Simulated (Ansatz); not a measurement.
Theory: DFT PBE, scalar-relativistic, plane waves, PAW in Ansatz.

Cutoff 420 eV; k points 12×12×10 on the computed 2-atom cell (Γ-centred); Gaussian smearing, width 0.02 eV; no spin polarisation.

Structure with the computed forces (eV/Å) in the last three columns:

```xyz
2
Lattice="2.9586 0.0154 0.0011 -1.4660 2.5699 0.0012 0.0010 0.0018 2.7467" Properties=species:S:1:pos:R:3:forces:R:3 pbc="T T T" pressure_GPa=-4.50
Mg   -0.0869    0.0502    0.0000    0.3190   -0.1840    0.0000
O     0.0963    1.6691    1.3745   -0.3190    0.1840    0.0000
```

Stress tensor (GPa, compression positive):

```
-0.58 -2.30 -0.02
-2.30 -3.24 -0.03
-0.02 -0.03 -9.69
```

This form isn't the usual stable structure of the compound.